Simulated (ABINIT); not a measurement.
Runs of ABINIT 10.8.3 (patched build) on GaP. It takes space group F-43m (No. 216, cubic). Conventional cell: a = 5.451 Å, b = 5.451 Å, c = 5.451 Å, α = 90.00°, β = 90.00°, γ = 90.00°. Ga (site symmetry -43m) is surrounded by 4 P at 2.36 Å. P (site symmetry -43m) is surrounded by 4 Ga at 2.36 Å. 

```tsv
task	level	potentials or basis	spin	k mesh	cutoff (eV)	fine-grid cutoff	gap on the mesh (eV)	pressure (GPa)	V0 of scaled cells (Å³/atom)	B0 (GPa)
band structure	LDA-Teter	PseudoDojo NC SR LDA v0.4.1 standard	off	8 × 8 × 8	1088	-	1.50	(b)	-	-
band structure	PBE	PseudoDojo NC SR PBE v0.5 standard	off	8 × 8 × 8	1088	-	1.64	2.6	-	-
equation of state	revPBE	JTH PAW PBE v2.0	off	8 × 8 × 8	544	1088.46 eV	-	-	21.29	73
band structure	PBE	SPMS NC PBE v1.0	off	8 × 8 × 8	871	-	1.64	-	-	-
equation of state	LDA-PZ	JTH PAW LDA v2.0	off	8 × 8 × 8	544	1088.46 eV	-	-	(a)	90
band structure	BLYP	JTH PAW PBE v2.0	off	8 × 8 × 8	544	1088.46 eV	1.67	6.3	-	-
single point	r2SCAN	JTH PAW PBE v2.0	off	10 × 10 × 10	653	1251.72 eV	1.88	-0.2	-	-
band structure	LDA-Teter	JTH PAW LDA v2.0	SOC, no magnetisation	8 × 8 × 8	544	1088.46 eV	1.46	-2.7	-	-
```

Alike in all rows: cell as given; smearing fermi-dirac 0.05 eV.

Problem. Fill in the values left out.

Solution. (a) 19.60; (b) -2.8.

Caveats: the PAW data sets were made with another functional, which shifts forces and pressure a little (some runs); pressures at fixed basis lie under the slope of the energies (some runs).

A k mesh can miss the band edges, and rows without SOC leave out spin-orbit coupling on Ga.
